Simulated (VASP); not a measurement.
Wanted: the native input for a VASP 6.6.1 run.

```
Task                   : relaxation of cell and atoms
Functional             : PBE
Dispersion             : D3(BJ)
Potentials or basis    : VASP PAW PBE potentials, release 64 (Os)
Cutoff                 : 600 eV
k mesh                 : 18 × 18 × 18
Occupations            : gaussian, width 0.1 eV
Spin                   : no spin polarisation
Further INCAR settings : ALGO = Normal; EDIFF = 1e-07; IBRION = 2; EDIFFG = -0.005; NSW = 90; ISIF = 3
```

The structure of Os lies in POSCAR:

```
Os
1.0
    0.0000000000      1.9129311800      1.9129311800
    1.9129311800      0.0000000000      1.9129311800
    1.9129311800      1.9129311800      0.0000000000
Os
1
Direct
    0.0000000000      0.0000000000      0.0000000000
```

This isn't the form of Os at room conditions, which is hcp.

One way to write it, as run:

INCAR

```
SYSTEM = Os
PREC = Accurate ; ENCUT = 600
EDIFF = 1E-7 ; ISMEAR = 0
SIGMA = 0.1 ; LREAL = .False.
LASPH = .True. ; NELM = 80
ALGO = Normal ; ISIF = 3
LWAVE = .False. ; LCHARG = .False.
GGA = PE ; IVDW = 12
IBRION = 2 ; NSW = 90
EDIFFG = -0.005
```

KPOINTS

```
regular mesh
0
Gamma
  18 18 18
  0 0 0
```

Potentials or basis: VASP PAW PBE potentials, release 64 (Os).

Run with:

```console
$ cat potpaw_PBE.64/Os/POTCAR > POTCAR
$ mpirun -np 1 vasp_std > vasp.out
```

It gave:

The relaxed volume is 14.07 Å³/atom. The relaxed cell is a = 2.710 Å, b = 2.710 Å, c = 2.710 Å, α = 60.00°, β = 60.00°, γ = 60.00°, the space group after relaxing (to 0.05 Å) is Fm-3m (No. 225) and the energy gained by relaxing is 0.5 meV/atom. The ionic steps are 3. The pressure after relaxing is 0.0 GPa, the band gap on the k mesh is none (metal or under the smearing width) and the dispersion energy per atom is -0.650 eV.

Caveat: pairwise dispersion overbinds metals, which lowers pressure and volume.

Wall time 33 s on 1 thread of Intel(R) Xeon(R) Platinum 8488C (Sapphire Rapids), with other jobs on the host, peak memory 0.17 GiB.
